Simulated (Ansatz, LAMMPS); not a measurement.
# A vacancy of O at several sites of amorphous Al2O3 (155 atoms), part 2 of 2

At which site of amorphous Al2O3 (155 atoms) does a vacancy of O cost least, and what about the site decides it?

Ansatz 0.2.0; Kohn-Sham DFT, PBE, PAW (set soft_2), plane waves.

The cell: 62 Al and 93 O. The quench rate of 20 K/ps is orders of magnitude faster than experiment. The starting topology of bonds comes from the classical model. Only the Γ point is sampled, in a cell whose shortest periodic width is 12 Å.

So far. Step 2 (Single point at the start): The r.m.s. force at the start is 0.38 eV/Å. Step 3 (Relaxation): The relaxation converged after 8 steps, 2.92 eV below its start, with a largest force component of 0.028 eV/Å.

## (5) Vacancy of O, site O65

The site has 2 bonded neighbours (Al2) at 1.72 Å on average, by cutoffs that count no bonds between two metal atoms or like ions. The change is made in the relaxed cell and the atoms are relaxed again, with spin allowed.

The input, input.yaml:

```yaml
crystal:
  lattice:
    - [12.4819, 0.0, 0.0]
    - [0.0, 12.4819, 0.0]
    - [0.0, 0.0, 12.4819]
  atoms:
    [... atom lines 1 to 61 left out ...]
    - { symbol: Al, position: [0.49156, 0.83715, 0.98553] }
    - { symbol: O, position: [0.05405, 0.57551, 0.05965] }
    - { symbol: O, position: [0.11969, 0.5539, 0.34372] }
    - { symbol: O, position: [0.44607, 0.95394, 0.64247] }
    - { symbol: O, position: [0.90054, 0.34607, 0.89184] }
    - { symbol: O, position: [0.72964, 0.20041, 0.79341] }
    - { symbol: O, position: [0.77132, 0.27558, 0.35514] }
    [... atom lines 69 to 154 left out ...]
magnetization:
  spin_polarized: true
kpoints:
  mp_grid: { grid: [1, 1, 1] }
hamiltonian:
  xc: pbe
scf:
  occupations: { method: fermi_dirac, width: 0.025 }
  lower_state_search: "off"
output:
  forces: true
  eigenvalues: true
relax:
  f_tol: 0.05
  max_steps: 90
```

On the command line:

```sh
$ ansatz run input.yaml --threads 4 --pin off --max-ram 8192MiB --backend cpu --events-out ev --progress --plain --runs-dir out
```

Numbers of over 12 decimals in the logs are rounded to 6 here.

Log:

```text
[...]
Crystal: 154 atoms, lattice volume = 1944.653 Å³
Basis set: ecut = 420 eV, 38089 PW (Γ), exchange–correlation on 180×180×180 points (8 copies of the dense FFT grid, shifted against one another)
Bands: 524, of which v1, the nominal top of the filled ones, is band 369 counted from 1 (368 counted from 0)
Symmetry: 1 space group operations
[...]
k-points: 1
[...]
Starting moments: Σ|m| = 1.2 μB on 2 of 154 sites
[...]
SCF iter   1: F=—  HF=-85820.147184 eV  |F-HF|=—  |Δ(HF+E_count)|=         —  Δρ=5.99e-2 (↑5.98e-2 ↓5.99e-2)  dr2=3.01e2  dr2_m=4.43e-2  M=0.000 μB ∫|m|=0.213 μB  β_m=0.30  ethr=3.10e-3  ⟨swp⟩=6.0  Hψ=4484  notcnv=0  defer=94
[...]
spin=Collinear: Resta preconditioning applied to the charge; magnetization (m = ρ↑ − ρ↓) channel mixes plain (no charge-response kernel on spin).
SCF iter   2: F=—  HF=-85750.511999 eV  |F-HF|=—  |Δ(HF+E_count)|=    6.96e1  Δρ=2.56e-2 (↑2.56e-2 ↓2.56e-2)  dr2=6.18e1  dr2_m=2.23e-2  M=0.000 μB ∫|m|=0.178 μB  β_m=0.30  ethr=3.10e-3  ⟨swp⟩=2.0  Hψ=1956  notcnv=0  defer=298
[...]
SCF iter   6: F=—  HF=-85736.253534 eV  |F-HF|=—  |Δ(HF+E_count)|=   9.35e-2  Δρ=8.40e-4 (↑8.33e-4 ↓8.40e-4)  dr2=3.52e-2  dr2_m=1.56e-3  M=0.000 μB ∫|m|=0.067 μB  β_m=0.30  ethr=1.46e-5  ⟨swp⟩=3.0  Hψ=1356  notcnv=0  defer=298
[...]
spin-set hold released at iteration 6 (site moments contracting): the magnetisation degrees of freedom join the quasi-Newton model from the next iteration; the mixer history was flushed
SCF iter   7: F=—  HF=-85736.278397 eV  |F-HF|=—  |Δ(HF+E_count)|=   2.49e-2  Δρ=6.24e-4 (↑6.18e-4 ↓6.24e-4)  dr2=2.20e-2  dr2_m=8.70e-4  M=0.000 μB ∫|m|=0.053 μB  β_m=0.65  ethr=4.77e-6  ⟨swp⟩=2.0  Hψ=752  notcnv=0  defer=298
[...]
SCF iter  11: F=-85736.319904 eV  HF=-85736.319899 eV  |F-HF|=4.40e-6  |Δ(HF+E_count)|=   1.58e-5  Δρ=7.95e-6 (↑7.92e-6 ↓7.95e-6)  dr2=5.07e-6  dr2_m=1.82e-7  M=0.000 μB ∫|m|=0.001 μB  ethr=5.63e-9  ⟨swp⟩=15.0  Hψ=6283  notcnv=0
WARN: the starting moments were not kept: the SCF closed with an absolute magnetisation of 7.6e-4 μB, where they sum to 1.2 μB in size (2 sites). That is at most 0.1 of that sum. Measured as dr2_m measures the in/out step, that magnetisation stands 2.6e-8 eV from none, [...]
SCF 1 converged in 11 iterations: F = -85736.319904 eV  dr2 = 5.07e-6
[...]
relax step   1: F+E_penalty+E_count = -85736.31990370 eV  Δ(F+E_penalty+E_count) = +0.000e0 eV  max|allowed force component| = 1.275e0 eV/Å  Δτ_max = 0.0000 Å  (11 SCF iters, dr2 threshold 6.25e-5 eV, accepted)
[... from here on, the SCF cycles and remarks between the steps are left out ...]
relax step   2: F+E_penalty+E_count = -85736.70791383 eV  Δ(F+E_penalty+E_count) = -3.880e-1 eV  max|allowed force component| = 5.854e-1 eV/Å  Δτ_max = 0.1947 Å  (6 SCF iters, dr2 threshold 1.00e-4 eV, accepted)
relax step   3: F+E_penalty+E_count = -85736.73687360 eV  Δ(F+E_penalty+E_count) = -2.896e-2 eV  max|allowed force component| = 6.631e-1 eV/Å  Δτ_max = 0.2000 Å  (7 SCF iters, dr2 threshold 2.14e-5 eV, accepted)
relax step   4: F+E_penalty+E_count = -85736.84426412 eV  Δ(F+E_penalty+E_count) = -1.074e-1 eV  max|allowed force component| = 1.740e-1 eV/Å  Δτ_max = 0.0829 Å  (5 SCF iters, dr2 threshold 9.27e-5 eV, accepted)
relax step   5: F+E_penalty+E_count = -85736.85226883 eV  Δ(F+E_penalty+E_count) = -8.005e-3 eV  max|allowed force component| = 8.620e-2 eV/Å  Δτ_max = 0.0261 Å  (7 SCF iters, accepted)
relax step   6: F+E_penalty+E_count = -85736.85536540 eV  Δ(F+E_penalty+E_count) = -3.097e-3 eV  max|allowed force component| = 1.073e-1 eV/Å  Δτ_max = 0.0148 Å  (7 SCF iters, accepted)
relax step   7: F+E_penalty+E_count = -85736.85827832 eV  Δ(F+E_penalty+E_count) = -2.913e-3 eV  max|allowed force component| = 4.615e-2 eV/Å  Δτ_max = 0.0156 Å  (6 SCF iters, dr2 threshold 2.83e-6 eV, accepted)
relax step   8: F+E_penalty+E_count = -85736.85827845 eV  Δ(F+E_penalty+E_count) = -1.220e-7 eV  max|allowed force component| = 4.611e-2 eV/Å  Δτ_max = 0.0000 Å  (3 SCF iters, accepted)
SCF converged after 3 iterations
Magnetization: 0.0000 μB (369.0000 up, 369.0000 down)
Absolute magnetization: 0.0000 μB (∫|ρ↑−ρ↓|, with the PAW one-centre terms)
[...]
Per-site moments (μB) at R_I (Å): [(2.6429652480470755e-10, 0.700637), (1.2831928498767675e-8, 0.772015), (-1.3533114423103093e-10, 0.712599), (1.634045075493657e-9, 0.700355), (1.316124504907279e-10, 0.725209), [...]
Free energy (F): -85736.858278 eV
[...]
Internal energy: -85736.858278 eV  (E = F + TS)
E sigma→0 (E₀):  -85736.858278 eV
Fermi energy:    5.873227 eV
[...]
Σ components = -85736.858278   (vs F -85736.858278, Δ=0.00e0)
--- Forces (eV/Å), atoms counted from 1 ---
  atom   1  Al    -0.00348685    -0.00535648     0.00266046
  atom   2  Al     0.00202821    -0.00027311     0.01009607
  atom   3  Al    -0.00170609     0.00455830     0.00388035
  atom   4  Al     0.01262192    -0.00805408    -0.00671826
[...]
atom 154  O      0.00280274     0.00305266    -0.00019242
  max |Σ_I F_I| component: 1.52e-4 eV/Å
--- Band table (eV) ---
[...]
--- Relaxed structure (8 steps of the walk, 8 accepted, 0 SCFs on fresh bases) ---
  F+E_penalty+E_count = -85736.85827845 eV   max|allowed force component| = 4.611e-2 eV/Å
  atoms:
    - { symbol: Al, position: [0.308336, 0.672287, 0.018213] }
    - { symbol: Al, position: [0.850072, 0.929413, 0.463922] }
    - { symbol: Al, position: [0.191388, 0.590227, 0.814140] }
    - { symbol: Al, position: [0.439373, 0.878073, 0.531298] }
[...]
- { symbol: O, position: [0.328841, 0.157409, 0.938344] }
```

Elapsed: 8.5 min, on 4 threads of Arm Neoverse V2, shared host; peak memory 4.8 GiB; 34 min of CPU time.

The program notes that starting moments were not kept.

The relaxation converged after 8 steps, 0.538 eV below its start, with a largest force component of 0.046 eV/Å.

The surroundings of the place of the removed atom, after relaxation: 13 atoms, nearest first, with positions taken from that point. Atoms keep their numbers of the cell before the removal, where the removed atom was number 65.

```tsv
atom	x	y	z	distance (Å)	bonds
Al35	0.82	0.97	0.80	1.50	3
Al11	-1.45	-0.40	0.14	1.51	3
O117	-0.99	-2.29	-0.35	2.52	3
O109	1.75	1.82	-0.52	2.58	3
O144	2.01	-0.12	1.79	2.69	3
O83	-1.94	-0.59	1.86	2.75	3
Al55	0.63	-2.57	-1.09	2.86	4
O129	1.78	-2.27	0.20	2.89	3
O100	0.15	2.55	1.63	3.03	3
Al50	1.36	-1.97	1.94	3.08	5
O145	0.85	-1.55	-2.54	3.09	3
O128	-3.12	0.36	-0.11	3.14	3
O125	-1.65	-0.32	-2.69	3.17	2
```

The column of bonds counts only the pairs O-Al within 2.27 Å; other neighbours, such as metal atoms beside each other in a compound, aren't counted, and periodic images can show an atom twice.

The largest move is 0.26 Å, by Al35.

## (6) Vacancy of O, site O89

The site has 4 bonded neighbours (Al4) at 2.05 Å on average. 

Input and log are left out; they have the form of those shown for this kind of step.

Wall time 23 min (4 threads of Arm Neoverse V2, shared host); peak memory 4.8 GiB.

The relaxation converged after 20 steps, 0.490 eV below its start, with a largest force component of 0.029 eV/Å.

## (7) Vacancy of O, site O137

The site has 3 bonded neighbours (Al3) at 1.82 Å on average. 

Input and log are left out; they have the form of those shown for this kind of step.

Elapsed: 19 min, on 4 threads of Arm Neoverse V2, shared host; peak memory 4.8 GiB.

The relaxation converged after 19 steps, 1.30 eV below its start, with a largest force component of 0.039 eV/Å.

The surroundings of the place of the removed atom, after relaxation: 10 atoms, nearest first, with positions taken from that point. Atoms keep their numbers of the cell before the removal, where the removed atom was number 137.

```tsv
atom	x	y	z	distance (Å)	bonds
Al61	0.81	-0.23	-1.41	1.65	3
Al9	1.04	-0.93	1.05	1.74	3
O112	-0.42	0.96	-1.91	2.18	3
Al29	-1.72	1.80	-1.10	2.72	4
O113	0.05	-1.07	2.58	2.80	3
O89	-0.44	-2.78	0.20	2.82	3
O133	0.18	-1.64	-2.44	2.94	3
O111	2.59	-0.07	1.61	3.05	3
O64	-1.00	2.91	0.10	3.07	3
O147	2.22	0.52	-2.07	3.09	2
```

The column of bonds counts only the pairs O-Al within 2.33 Å; other neighbours, such as metal atoms beside each other in a compound, aren't counted, and periodic images can show an atom twice.

The largest move is 0.98 Å, by Al29.

## (8) Vacancy of O, site O86

The site has 3 bonded neighbours (Al3) at 1.81 Å on average. 

input.yaml, the sections that differ from step 5:

```yaml
crystal:
  lattice:
    - [12.4819, 0.0, 0.0]
    - [0.0, 12.4819, 0.0]
    - [0.0, 0.0, 12.4819]
  atoms:
    [... atom lines 1 to 82 left out ...]
    - { symbol: O, position: [0.39905, 0.92254, 0.40037] }
    - { symbol: O, position: [0.82054, 0.49283, 0.07598] }
    - { symbol: O, position: [0.06888, 0.97566, 0.20808] }
    - { symbol: O, position: [0.87103, 0.6888, 0.18078] }
    - { symbol: O, position: [0.61615, 0.66016, 0.43265] }
    - { symbol: O, position: [0.15967, 0.11179, 0.34511] }
    - { symbol: O, position: [0.52433, 0.66234, 0.67001] }
    [... atom lines 90 to 154 left out ...]
# magnetization, kpoints, hamiltonian, scf, output, relax: as in step 5
```

Log:

```text
[...]
Crystal: 154 atoms, lattice volume = 1944.653 Å³
Basis set: ecut = 420 eV, 38089 PW (Γ), exchange–correlation on 180×180×180 points (8 copies of the dense FFT grid, shifted against one another)
Bands: 524, of which v1, the nominal top of the filled ones, is band 369 counted from 1 (368 counted from 0)
Symmetry: 1 space group operations
[...]
k-points: 1
[...]
Starting moments: Σ|m| = 1.8 μB on 3 of 154 sites
[...]
SCF iter   1: F=—  HF=-85819.885544 eV  |F-HF|=—  |Δ(HF+E_count)|=         —  Δρ=6.00e-2 (↑5.97e-2 ↓6.00e-2)  dr2=3.01e2  dr2_m=7.76e-2  M=0.000 μB ∫|m|=0.266 μB  β_m=0.30  ethr=3.10e-3  ⟨swp⟩=6.0  Hψ=4065  notcnv=0  defer=223
[...]
SCF iter  11: F=-85735.923589 eV  HF=-85735.923583 eV  |F-HF|=5.90e-6  |Δ(HF+E_count)|=   1.91e-5  Δρ=8.23e-6 (↑8.21e-6 ↓8.23e-6)  dr2=4.88e-6  dr2_m=2.86e-7  M=0.000 μB ∫|m|=0.001 μB  ethr=6.82e-9  ⟨swp⟩=16.0  Hψ=6351  notcnv=0
[...]
SCF 1 converged in 11 iterations: F = -85735.923589 eV  dr2 = 4.88e-6
[...]
relax step   1: F+E_penalty+E_count = -85735.92358880 eV  Δ(F+E_penalty+E_count) = +0.000e0 eV  max|allowed force component| = 9.462e-1 eV/Å  Δτ_max = 0.0000 Å  (11 SCF iters, dr2 threshold 6.25e-5 eV, accepted)
[... from here on, the SCF cycles and remarks between the steps are left out ...]
relax step   2: F+E_penalty+E_count = -85736.19465200 eV  Δ(F+E_penalty+E_count) = -2.711e-1 eV  max|allowed force component| = 4.965e-1 eV/Å  Δτ_max = 0.1604 Å  (6 SCF iters, dr2 threshold 5.60e-5 eV, accepted)
relax step   3: F+E_penalty+E_count = -85736.33561713 eV  Δ(F+E_penalty+E_count) = -1.410e-1 eV  max|allowed force component| = 5.214e-1 eV/Å  Δτ_max = 0.1837 Å  (7 SCF iters, dr2 threshold 1.54e-5 eV, accepted)
relax step   4: F+E_penalty+E_count = -85735.93890117 eV  Δ(F+E_penalty+E_count) = +3.967e-1 eV  max|allowed force component| = 1.493e0 eV/Å  Δτ_max = 0.2000 Å  (7 SCF iters, dr2 threshold 7.48e-5 eV, rejected (line search))
relax step   5: F+E_penalty+E_count = -85736.39714301 eV  Δ(F+E_penalty+E_count) = -6.153e-2 eV  max|allowed force component| = 1.813e-1 eV/Å  Δτ_max = 0.0579 Å  (10 SCF iters, accepted)
relax step   6: F+E_penalty+E_count = -85736.38804805 eV  Δ(F+E_penalty+E_count) = +9.095e-3 eV  max|allowed force component| = 1.571e-1 eV/Å  Δτ_max = 0.1000 Å  (7 SCF iters, dr2 threshold 3.97e-6 eV, rejected (line search))
relax step   7: F+E_penalty+E_count = -85736.41809403 eV  Δ(F+E_penalty+E_count) = -2.095e-2 eV  max|allowed force component| = 9.652e-2 eV/Å  Δτ_max = 0.0489 Å  (9 SCF iters, accepted)
relax step   8: F+E_penalty+E_count = -85736.42039198 eV  Δ(F+E_penalty+E_count) = -2.298e-3 eV  max|allowed force component| = 9.316e-2 eV/Å  Δτ_max = 0.0500 Å  (8 SCF iters, accepted)
relax step   9: F+E_penalty+E_count = -85736.41050108 eV  Δ(F+E_penalty+E_count) = +9.891e-3 eV  max|allowed force component| = 1.279e-1 eV/Å  Δτ_max = 0.0750 Å  (9 SCF iters, rejected (line search))
relax step  10: F+E_penalty+E_count = -85736.42249151 eV  Δ(F+E_penalty+E_count) = -2.100e-3 eV  max|allowed force component| = 3.449e-2 eV/Å  Δτ_max = 0.0158 Å  (8 SCF iters, accepted)
SCF converged after 8 iterations
Magnetization: 0.0000 μB (369.0000 up, 369.0000 down)
Absolute magnetization: 0.0000 μB (∫|ρ↑−ρ↓|, with the PAW one-centre terms)
[...]
Per-site moments (μB) at R_I (Å): [(3.4415954809967824e-12, 0.700959), (3.7249312397382014e-10, 0.764548), (3.6003877504372487e-10, 0.715259), (1.586928535524988e-10, 0.702388), (-2.2616304026639635e-10, [...]
Free energy (F): -85736.422492 eV
[...]
Internal energy: -85736.422492 eV  (E = F + TS)
E sigma→0 (E₀):  -85736.422492 eV
Fermi energy:    5.955936 eV
[...]
Σ components = -85736.422492   (vs F -85736.422492, Δ=0.00e0)
--- Forces (eV/Å), atoms counted from 1 ---
  atom   1  Al     0.00103696     0.00672415     0.00345686
  atom   2  Al     0.00036427    -0.00249644     0.00402288
  atom   3  Al     0.00137262     0.01253819    -0.01346167
  atom   4  Al     0.00168784    -0.00161493     0.00906193
[...]
atom 154  O     -0.00330582     0.00028955     0.00275321
  max |Σ_I F_I| component: 9.91e-5 eV/Å
--- Band table (eV) ---
[...]
--- Relaxed structure (10 steps of the walk, 7 accepted, 0 SCFs on fresh bases) ---
  F+E_penalty+E_count = -85736.42249151 eV   max|allowed force component| = 3.449e-2 eV/Å
  atoms:
    - { symbol: Al, position: [0.304544, 0.671396, 0.016304] }
    - { symbol: Al, position: [0.854712, 0.929599, 0.466054] }
    - { symbol: Al, position: [0.187866, 0.589258, 0.810440] }
    - { symbol: Al, position: [0.439246, 0.877672, 0.529387] }
[...]
- { symbol: O, position: [0.328455, 0.156634, 0.936683] }
```

It took 10 min on 4 threads; peak memory 4.8 GiB.

The relaxation converged after 10 steps, 0.499 eV below its start, with a largest force component of 0.034 eV/Å.

## (9) Vacancy of O, site O102

The site has 3 bonded neighbours (Al3) at 1.84 Å on average. 

Input and log are left out; they have the form of those shown for this kind of step.

It took 8 min on 4 threads of Arm Neoverse V2, shared host; peak memory 4.8 GiB; 32 min of CPU time.

The relaxation converged after 8 steps, 0.157 eV below its start, with a largest force component of 0.039 eV/Å.

## (10) Vacancy of O, site O140

The site has 2 bonded neighbours (Al2) at 1.72 Å on average. 

input.yaml, the sections that differ from step 8:

```yaml
crystal:
  lattice:
    - [12.4819, 0.0, 0.0]
    - [0.0, 12.4819, 0.0]
    - [0.0, 0.0, 12.4819]
  atoms:
    [... atom lines 1 to 136 left out ...]
    - { symbol: O, position: [0.19082, 0.32569, 0.32408] }
    - { symbol: O, position: [0.04045, 0.29902, 0.70778] }
    - { symbol: O, position: [0.97563, 0.79126, 0.0204] }
    - { symbol: O, position: [0.91913, 0.80013, 0.76634] }
    - { symbol: O, position: [0.30501, 0.94458, 0.84082] }
    - { symbol: O, position: [0.57855, 0.42538, 0.42874] }
    - { symbol: O, position: [0.72714, 0.9686, 0.40105] }
    [... atom lines 144 to 154 left out ...]
# magnetization, kpoints, hamiltonian, scf, output, relax: as in step 8
```

Log:

```text
[...]
Crystal: 154 atoms, lattice volume = 1944.653 Å³
Basis set: ecut = 420 eV, 38089 PW (Γ), exchange–correlation on 180×180×180 points (8 copies of the dense FFT grid, shifted against one another)
Bands: 524, of which v1, the nominal top of the filled ones, is band 369 counted from 1 (368 counted from 0)
Symmetry: 1 space group operations
[...]
k-points: 1
[...]
Starting moments: Σ|m| = 1.2 μB on 2 of 154 sites
[...]
SCF iter   1: F=—  HF=-85820.420131 eV  |F-HF|=—  |Δ(HF+E_count)|=         —  Δρ=5.99e-2 (↑5.98e-2 ↓5.99e-2)  dr2=3.01e2  dr2_m=4.52e-2  M=0.000 μB ∫|m|=0.191 μB  β_m=0.30  ethr=3.10e-3  ⟨swp⟩=6.0  Hψ=4487  notcnv=0  defer=98
[...]
SCF iter  11: F=-85736.438777 eV  HF=-85736.438773 eV  |F-HF|=4.53e-6  |Δ(HF+E_count)|=   1.46e-5  Δρ=8.20e-6 (↑7.88e-6 ↓8.20e-6)  dr2=5.18e-6  dr2_m=1.78e-7  M=0.000 μB ∫|m|=0.001 μB  ethr=5.93e-9  ⟨swp⟩=15.5  Hψ=6332  notcnv=0
[...]
SCF 1 converged in 11 iterations: F = -85736.438777 eV  dr2 = 5.18e-6
[...]
relax step   1: F+E_penalty+E_count = -85736.43877748 eV  Δ(F+E_penalty+E_count) = +0.000e0 eV  max|allowed force component| = 1.000e0 eV/Å  Δτ_max = 0.0000 Å  (11 SCF iters, dr2 threshold 6.25e-5 eV, accepted)
[...]
relax step   2: F+E_penalty+E_count = -85736.60128093 eV  Δ(F+E_penalty+E_count) = -1.625e-1 eV  max|allowed force component| = 6.115e-1 eV/Å  Δτ_max = 0.1075 Å  (6 SCF iters, dr2 threshold 6.26e-5 eV, accepted)
[...]
relax step   3: F+E_penalty+E_count = -85736.66717021 eV  Δ(F+E_penalty+E_count) = -6.589e-2 eV  max|allowed force component| = 2.578e-1 eV/Å  Δτ_max = 0.1230 Å  (6 SCF iters, dr2 threshold 2.34e-5 eV, accepted)
[...]
relax step   4: F+E_penalty+E_count = -85736.68313865 eV  Δ(F+E_penalty+E_count) = -1.597e-2 eV  max|allowed force component| = 6.963e-2 eV/Å  Δτ_max = 0.0352 Å  (5 SCF iters, dr2 threshold 1.18e-5 eV, accepted)
[...]
relax step   5: F+E_penalty+E_count = -85736.60482238 eV  Δ(F+E_penalty+E_count) = +7.832e-2 eV  max|allowed force component| = 3.393e-1 eV/Å  Δτ_max = 0.2000 Å  (9 SCF iters, rejected (line search))
[...]
relax step   6: F+E_penalty+E_count = -85736.69096390 eV  Δ(F+E_penalty+E_count) = -7.825e-3 eV  max|allowed force component| = 2.568e-2 eV/Å  Δτ_max = 0.0510 Å  (9 SCF iters, accepted)
SCF converged after 9 iterations
Magnetization: 0.0000 μB (369.0000 up, 369.0000 down)
Absolute magnetization: 0.0000 μB (∫|ρ↑−ρ↓|, with the PAW one-centre terms)
[...]
Per-site moments (μB) at R_I (Å): [(-1.9114052062253897e-9, 0.701458), (-2.577198003244112e-9, 0.765176), (5.7308982351017486e-11, 0.713154), (-6.782220724642191e-10, 0.702480), (-1.536637179777868e-9, [...]
Free energy (F): -85736.690964 eV
[...]
Internal energy: -85736.690964 eV  (E = F + TS)
E sigma→0 (E₀):  -85736.690964 eV
Fermi energy:    5.956853 eV
[...]
Σ components = -85736.690964   (vs F -85736.690964, Δ=0.00e0)
--- Forces (eV/Å), atoms counted from 1 ---
  atom   1  Al    -0.00388735     0.00232935     0.00240446
  atom   2  Al    -0.00687684     0.00548274    -0.00097751
  atom   3  Al     0.00449979     0.00237597     0.00300145
  atom   4  Al    -0.00954538    -0.00950020    -0.00246983
[...]
atom 154  O     -0.00369817     0.00224686     0.00134721
  max |Σ_I F_I| component: 1.86e-4 eV/Å
--- Band table (eV) ---
[...]
--- Relaxed structure (6 steps of the walk, 5 accepted, 0 SCFs on fresh bases) ---
  F+E_penalty+E_count = -85736.69096390 eV   max|allowed force component| = 2.568e-2 eV/Å
  atoms:
    - { symbol: Al, position: [0.306085, 0.671733, 0.016731] }
    - { symbol: Al, position: [0.855137, 0.928964, 0.466443] }
    - { symbol: Al, position: [0.190232, 0.589658, 0.812628] }
    - { symbol: Al, position: [0.438124, 0.878315, 0.530245] }
[...]
- { symbol: O, position: [0.328093, 0.155280, 0.937408] }
```

Run time: 6.1 min. Hardware: 4 threads; peak memory 4.8 GiB; 24 min of CPU time.

The relaxation converged after 6 steps, 0.252 eV below its start, with a largest force component of 0.026 eV/Å.

## (11) The sites compared

All these cells hold the same atoms, so their energies can be compared with no chemical potential.

```tsv
site	neighbours	mean distance (Å)	atoms within 6 Å	energy over the best site (eV)	before relaxation (eV)	gain on relaxing (eV)
O137	Al3	1.82	74	0.00	0.54	1.30
O65	Al2	1.72	76	0.34	0.12	0.54
O140	Al2	1.72	73	0.50	0.00	0.25
O86	Al3	1.81	73	0.77	0.52	0.50
O89	Al4	2.05	73	0.81	0.54	0.49
O102	Al3	1.84	73	1.32	0.72	0.16
```

Neighbours are those of the relaxed host within 2.38 Å (O-Al); other pairs aren't counted.

## (12) What came out

The cheapest site is O137 (3 neighbours, Al3); the dearest, O102 (3 neighbours, Al3), costs 1.3 eV more. By coordination the energies over the best site are 0.34 to 0.50 eV with 2 neighbours, 0.00 to 1.32 eV with 3 neighbours and 0.81 eV with 4 neighbours. Relaxation changes the order: the best site before relaxing was O140.

**Limits.** Defects are neutral and interact with their images. The reference ran with fixed occupations, but 6 of the 6 defect cells with fermi-dirac smearing of 0.025 eV, spin polarised. In a disordered cell the relaxation can also rearrange atoms far from the site. In the spin-polarised runs the search for a state of lower energy was switched off. Only 6 of the 93 O sites were tried; unless symmetry makes the others alike to these, a cheaper one may exist. The pressure of -2.0 GPa says that the cell would shrink at this level of theory.

The DFT runs together took 80 min of wall time.

[Logs are printed without paths, hosts, clocks, repeated set-up lines and the standing remarks that a program may print on its own settings, such as how far it seeks lower states.]

[Hosts, paths, dates, database ids (printed as entryN), source tags and the programs' standing remarks are cut or masked in the printed files.]
